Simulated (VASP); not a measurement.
# Cu3Au (Auricupride) (Pm-3m) in VASP: a series of runs, part 2 of 2

VASP 6.6.1. Earlier steps stand in the parts before.

### Step 3. Relaxation of cell and atoms, PBE+D3(BJ)

This run uses another cell than the first one, of 13.08 Å³/atom, 1.024 times its volume.

The input, INCAR:

```
PREC = Accurate
ENCUT = 600
EDIFF = 1E-6
ISMEAR = 1
SIGMA = 0.1
LREAL = F
LASPH = T
NELM = 80
ALGO = Normal
ISIF = 3
LWAVE = F
LCHARG = F
GGA = PE
IVDW = 12
IBRION = 2
NSW = 90
EDIFFG = -0.01
```

The input, KPOINTS:

```
Automatic mesh
0
Gamma
  10 10 10
```

The input, POSCAR:

```
Cu3Au
1.0
    3.7400000000      0.0000000000      0.0000000000
    0.0000000000      3.7400000000      0.0000000000
    0.0000000000      0.0000000000      3.7400000000
Cu Au
3 1
Direct
    0.0000000000      0.5000000000      0.5000000000
    0.5000000000      0.0000000000      0.5000000000
    0.5000000000      0.5000000000      0.0000000000
    0.0000000000      0.0000000000      0.0000000000
```

Potentials or basis: VASP PAW PBE potentials, release 64 (Cu, Au).

Started as:

```console
$ cat potpaw_PBE.64/Cu/POTCAR potpaw_PBE.64/Au/POTCAR > POTCAR
$ mpirun -np 1 vasp_std > vasp.out
```

OUTCAR:

```text
PREC = Accurate
   ENCUT = 600
   EDIFF = 1E-6
   ISMEAR = 1
   LREAL = F
   LASPH = T
   NELM = 80
   ISIF = 3
   GGA = PE
   IVDW = 12
   IBRION = 2
   NSW = 90
   EDIFFG = -0.01
 IVDW          = 12

 ion  position               nearest neighbor table
   1  0.000  0.500  0.500-   2 2.64   3 2.64   4 2.64   3 2.64   4 2.64   2 2.64   4 2.64   4 2.64
                             2 2.64   3 2.64   3 2.64   2 2.64
   2  0.500  0.000  0.500-   1 2.64   3 2.64   4 2.64   3 2.64   4 2.64   1 2.64   3 2.64   3 2.64
                             1 2.64   4 2.64   4 2.64   1 2.64
   3  0.500  0.500  0.000-   1 2.64   2 2.64   4 2.64   1 2.64   2 2.64   2 2.64   4 2.64   2 2.64
                             1 2.64   4 2.64   1 2.64   4 2.64
   4  0.000  0.000  0.000-   1 2.64   2 2.64   3 2.64   1 2.64   2 2.64   1 2.64   3 2.64   1 2.64
                             2 2.64   3 2.64   2 2.64   3 2.64

  LATTYP: Found a simple cubic cell.
 ALAT       =     3.7400000000

  Lattice vectors:

 A1 = (   3.7400000000,   0.0000000000,   0.0000000000)
 A2 = (   0.0000000000,   3.7400000000,   0.0000000000)
 A3 = (   0.0000000000,   0.0000000000,   3.7400000000)

Analysis of symmetry for initial positions (statically):
=====================================================================
 Subroutine PRICEL returns:
 Original cell was already a primitive cell.

 Routine SETGRP: Setting up the symmetry group for a
 simple cubic supercell.

 Subroutine GETGRP returns: Found 48 space group operations
 (whereof 48 operations were pure point group operations)
 out of a pool of 48 trial point group operations.

The static configuration has the point symmetry O_h .

Analysis of symmetry for dynamics (positions and initial velocities):
=====================================================================
 Subroutine PRICEL returns:
 Original cell was already a primitive cell.

 Routine SETGRP: Setting up the symmetry group for a
 simple cubic supercell.

 Subroutine GETGRP returns: Found 48 space group operations
 (whereof 48 operations were pure point group operations)
 out of a pool of 48 trial point group operations.

The dynamic configuration has the point symmetry O_h .

 Subroutine INISYM returns: Found 48 space group operations
[... 107 lines left out ...]
   ISIF   =      3    stress and relaxation
   ISYM   =      2    0-nonsym 1-usesym 2-fastsym
   POTIM  = 0.5000    time-step for ionic-motion
   TEBEG  =    0.0;   TEEND  =   0.0 temperature during run
   PSTRESS=    0.0 pullay stress
   NELECT =      44.0000    total number of electrons
   NUPDOWN=      -1.0000    fix difference up-down
   EMIN   =  10.00;   EMAX   =-10.00  energy-range for DOS
   EFERMI =   0.00;   METHOD = LEGACY
   ISMEAR =     1;   SIGMA  =   0.10  broadening in eV -4-tet -1-fermi 0-gaus
   EFERMI_NEDOS =   21; number of points for ismear=-14 and -15
   IALGO  =     38    algorithm
   IMIX   =      4    mixing-type and parameters
     AMIX     =   0.40;   BMIX     =  1.00
     AMIX_MAG =   1.60;   BMIX_MAG =  1.00
  volume/ion in A,a.u.               =      13.08        88.26
  Fermi-wavevector in a.u.,A,eV,Ry     =   1.545328  2.920247 32.491255  2.388040
  Thomas-Fermi vector in A             =   2.650723
   LORBIT       =      0    0 simple, 1 ext, 2 COOP (PROOUT), +10 PAW based schemes
   GGA     = PE    functional components
   LHFCALC =     F    Hartree Fock is set to
   AEXX    =    0.0000 exact exchange contribution
   IVDW    =    12    specifies the selected vdW correction
   LEPSILON=     F    determine dielectric tensor
   LRPA    =     F    only Hartree local field effects (RPA)
 conjugate gradient relaxation of ions
 non-spin polarized calculation
 Methfessel and Paxton  Order N= 1 SIGMA  =   0.10
  energy-cutoff  :      600.00
  volume of cell :       52.31
 maximum number of plane-waves:      1771
 NGX is ok and might be reduce to    30
   NGX = 15   NGY = 15   NGZ = 15

--------------------------------------- Ionic step        1  -------------------------------------------

 number of electron      44.0000069 magnetization

 Free energy of the ion-electron system (eV)
  ---------------------------------------------------
  ext. energy  EPLUGINS =         0.00000000
  ---------------------------------------------------
  free energy    TOTEN  =       -14.55330925 eV

  energy without entropy =      -14.54986468  energy(sigma->0) =      -14.55216106

------------------------ aborting loop because EDIFF is reached ----------------------------------------

 Edisp (eV)   -2.40338

 E8    (eV) :    -1.0454
[... 75 lines left out ...]
--------------------------------------- Ionic step        3  -------------------------------------------

 number of electron      44.0000066 magnetization

 Free energy of the ion-electron system (eV)
  ---------------------------------------------------
  ext. energy  EPLUGINS =         0.00000000
  ---------------------------------------------------
  free energy    TOTEN  =       -14.51856039 eV

  energy without entropy =      -14.51541564  energy(sigma->0) =      -14.51751214

 E-fermi :   8.5617     XC(G=0): -12.8345

 val. band max:        8.5607611844   @ k =   0.4000   0.4000   0.1000
 cond. band min:       8.5692048243   @ k =   0.4000   0.4000   0.2000
 fundamental gap:      0.0084436399
 Fermi energy:         8.5617222547

 k-point     1 :       0.0000    0.0000    0.0000
  band No.  band energies     occupation
      1      -1.2492      2.00000
      2       2.0157      2.00000
      3       2.0157      2.00000
      4       2.8680      2.00000
      5       2.8680      2.00000
      6       2.8680      2.00000
[... 685 lines left out ...]
     25      15.9793      0.00000
     26      16.0540      0.00000

 [... further k-points ...]

------------------------ aborting loop because EDIFF is reached ----------------------------------------

 Edisp (eV)   -2.44489

 E8    (eV) :    -1.0637
[... 27 lines left out ...]
  FREE ENERGIE OF THE ION-ELECTRON SYSTEM (eV)
  ---------------------------------------------------
  free  energy   TOTEN  =       -16.9634550970 eV

  energy  without entropy=      -16.9603103475  energy(sigma->0) =      -16.96240685

 reached required accuracy - stopping structural energy minimisation
```

It took 4.3 min on 1 thread of Intel Xeon Platinum 8488C (Sapphire Rapids), shared host; peak memory 0.25 GiB.

Results:

| Item | Value |
| --- | --- |
| Free energy | -16.9635 eV |
| Relaxed volume | 12.87 Å³/atom |
| Relaxed cell | a = 3.720 Å, b = 3.720 Å, c = 3.720 Å, α = 90.00°, β = 90.00°, γ = 90.00° |
| Space group after relaxing (to 0.05 Å) | Pm-3m (No. 221) |
| Energy gained by relaxing | 1.7 meV/atom |
| Ionic steps | 3 |
| Pressure after relaxing | 0.0 GPa |
| Band gap on the k mesh | none (metal or under the smearing width) |
| Dispersion energy per atom | -0.611 eV |

The path:
```tsv
step	energy change (eV)	largest force (eV/Å)	pressure (GPa)	volume (Å³)
1	0.0000	0.0000	-2.42	52.31
2	-0.0026	0.0000	2.11	50.83
3	-0.0068	0.0000	0.03	51.46
```

Final structure:
```
Cu Au
1.0
     3.71957    0.00000    0.00000
     0.00000    3.71957    0.00000
     0.00000    0.00000    3.71957
Cu Au
3 1
Direct
  0.00000 0.50000 0.50000
  0.50000 0.00000 0.50000
  0.50000 0.50000 0.00000
  0.00000 0.00000 0.00000
```

Caveat: pairwise dispersion overbinds metals, which lowers pressure and volume.

### Step 4. Relaxation of cell and atoms, PBE+D3(BJ)

This run uses another cell than the first one, of 12.87 Å³/atom, 1.008 times its volume.

INCAR: that of step 3 with these lines changed.

```diff
@@ -2,3 +2,3 @@
 ENCUT = 600
-EDIFF = 1E-6
+EDIFF = 1E-7
 ISMEAR = 1
@@ -16,2 +16,2 @@
 NSW = 90
-EDIFFG = -0.01
+EDIFFG = -0.005
```

KPOINTS is that of step 3.

The input, POSCAR:

```
Cu3Au                                   
1.0
    3.7195658984     -0.0000000000     -0.0000000000
    0.0000000000      3.7195658984      0.0000000000
   -0.0000000000      0.0000000000      3.7195658984
  Cu              Au            
     3     1
Direct
     0.0000000000000000    0.5000000000000000    0.5000000000000000
     0.5000000000000000    0.0000000000000000    0.5000000000000000
     0.5000000000000000    0.5000000000000000    0.0000000000000000
     0.0000000000000000    0.0000000000000000    0.0000000000000000
```

Started as:

```console
$ cat potpaw_PBE.64/Cu/POTCAR potpaw_PBE.64/Au/POTCAR > POTCAR
$ mpirun -np 1 vasp_std > vasp.out
```

It took 3.7 min on 1 thread of Intel Xeon Platinum 8488C (Sapphire Rapids), shared host; peak memory 0.24 GiB.

The run converged. Its results:

```yaml
Free_energy: -16.9632 eV
Relaxed_volume: 12.87 Å³/atom
Relaxed_cell: a = 3.720 Å, b = 3.720 Å, c = 3.720 Å, α = 90.00°, β = 90.00°, γ = 90.00°
Space_group_after_relaxing_to_0.05_Å: Pm-3m (No. 221)
Energy_gained_by_relaxing: 0.0 meV/atom
Ionic_steps: 3
Pressure_after_relaxing: 0.0 GPa
Band_gap_on_the_k_mesh: none (metal or under the smearing width)
Dispersion_energy_per_atom: -0.611 eV
```

Final structure:
```
CELL_PARAMETERS angstrom
3.71999 0.00000 0.00000
0.00000 3.71999 0.00000
0.00000 0.00000 3.71999
ATOMIC_POSITIONS crystal
Cu 0.00000 0.50000 0.50000
Cu 0.50000 0.00000 0.50000
Cu 0.50000 0.50000 0.00000
Au 0.00000 0.00000 0.00000
```

Levels at points of the mesh, in eV from the Fermi level:
```tsv
k point	band 18	band 19	band 20	band 21	band 22	band 23	band 24	band 25	band 26
(0.00, 0.00, 0.00)	-1.54	-1.38	-1.38	-1.38	1.26	1.26	1.26	6.15	7.76
(0.50, 0.00, 0.00)	-2.27	-2.01	-1.95	-1.54	-1.38	5.89	5.89	6.69	6.69
(0.50, 0.50, 0.00)	-2.33	-2.26	-2.17	-0.50	-0.50	-0.38	0.39	8.70	9.64
(0.50, 0.50, 0.50)	-1.60	-1.60	-1.60	-1.13	-1.09	-1.09	-1.09	2.58	4.30
```

Caveat: pairwise dispersion overbinds metals, which lowers pressure and volume. The run has no spin-orbit coupling, so splittings on Au are missing.
